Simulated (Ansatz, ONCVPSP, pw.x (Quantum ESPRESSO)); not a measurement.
# pw.x on diamond Rb: one setting changed

Potential: optimised norm-conserving Vanderbilt (ONCV), ONCVPSP 4.0.1.1 (patched build), PBE; core [Ar] 3d10, reference 4s2 4p6 5p1; waves: 4s: rc 2.25 bohr, ncon 4, nbas 7, qcut 5.2 1/bohr, 2 projectors, debl 3.8 Ha; 4p+5p: rc 3.00 bohr, ncon 4, nbas 8, qcut 3.8 1/bohr, 2 projectors; d scattering state at 0.03 Ha: rc 3.10 bohr, ncon 4, nbas 8, qcut 3.7 1/bohr, 2 projectors, debl 1 Ha; local part: polynomial inside 1.80 bohr (lpopt 5, dvloc0 0 Ha); core correction: Teter function, fcfact 4.75, rcfact 1.02.

The reference run (k-mesh 8³, cutoffs 50/200 Ry, Fermi–Dirac 0.01 Ry, mixing_beta 0.4, conv_thr 1e-9, no spin) gives -0.00 GPa at 141.711 Å³/atom, where all-electron LAPW gives -0.00 GPa. This run, with its own iteration cap, changes degauss to 0.002.

```
&control
  calculation='scf', prefix='x', pseudo_dir='./', outdir='./tmp', tstress=.true., disk_io='none'
/
&system
  ibrav=0, nat=2, ntyp=1, ecutwfc=50, ecutrho=200, nbnd=17,
  occupations='smearing', smearing='fd', degauss=0.002
/
&electrons
  conv_thr=1e-09, mixing_beta=0.4, electron_maxstep=60
/
ATOMIC_SPECIES
Rb 1.0 Rb.UPF
CELL_PARAMETERS angstrom
  0.00000000 5.21356174 5.21356174
  5.21356174 0.00000000 5.21356174
  5.21356174 5.21356174 0.00000000
ATOMIC_POSITIONS crystal
Rb 0.0000 0.0000 0.0000
Rb 0.2500 0.2500 0.2500
K_POINTS automatic
8 8 8 0 0 0
```

```bash
pw.x < Rb.scf.in > Rb.scf.out
```

Q: How does the run end?

A: It converges in 9 iterations; the free energy moves by +23.6 meV/atom and the pressure by +0.00 GPa. In a metal, with Fermi–Dirac smearing, F lies below its zero-width value by a term in the square of the width.

```
Message from routine setup:
     using ibrav=0 with symmetry is DISCOURAGED, use correct ibrav instead
     lattice parameter (alat)  =      13.9331  a.u.
     unit-cell volume          =    1912.6265 (a.u.)^3
     number of electrons       =        18.00
     number of Kohn-Sham states=           17
     kinetic-energy cutoff     =      50.0000  Ry
     charge density cutoff     =     200.0000  Ry
     scf convergence threshold =      1.0E-09
     Exchange-correlation= PBE
     number of k points=    29  Fermi-Dirac smearing, width (Ry)=  0.0020
     iteration #  1     ecut=    50.00 Ry     beta= 0.40
     total energy              =    -100.34470744 Ry
     estimated scf accuracy    <       0.02790202 Ry
     iteration #  2     ecut=    50.00 Ry     beta= 0.40
     total energy              =    -100.34624494 Ry
     estimated scf accuracy    <       0.00460788 Ry
     iteration #  3     ecut=    50.00 Ry     beta= 0.40
     total energy              =    -100.34730560 Ry
     estimated scf accuracy    <       0.00064565 Ry
     iteration #  4     ecut=    50.00 Ry     beta= 0.40
     total energy              =    -100.34741024 Ry
     estimated scf accuracy    <       0.00001134 Ry
     iteration #  5     ecut=    50.00 Ry     beta= 0.40
     total energy              =    -100.34741268 Ry
     estimated scf accuracy    <       0.00000217 Ry
     iteration #  6     ecut=    50.00 Ry     beta= 0.40
     total energy              =    -100.34741289 Ry
     estimated scf accuracy    <       0.00000004 Ry
     iteration #  7     ecut=    50.00 Ry     beta= 0.40
     total energy              =    -100.34741290 Ry
     estimated scf accuracy    <       0.00000002 Ry
     iteration #  8     ecut=    50.00 Ry     beta= 0.40
     total energy              =    -100.34741290 Ry
     estimated scf accuracy    <          1.4E-09 Ry
     iteration #  9     ecut=    50.00 Ry     beta= 0.40
     the Fermi energy is     0.5908 ev
!    total energy              =    -100.34741290 Ry
     estimated scf accuracy    <          4.4E-12 Ry
     smearing contrib. (-TS)   =      -0.00029175 Ry
     The total energy is F=E-TS. E is the sum of the following terms:
     one-electron contribution =     -73.90877402 Ry
     hartree contribution      =      36.83123638 Ry
     xc contribution           =     -18.98196526 Ry
     ewald contribution        =     -44.28761826 Ry
     convergence has been achieved in   9 iterations
          total   stress  (Ry/bohr**3)                   (kbar)     P=       -0.02
     Message from routine punch:
     Nothing written, as per user request (disk_io='none')
```

The run took about 3.1 min on one core of a shared host (Neoverse-N1, 64 threads, 124 GiB, load 60).
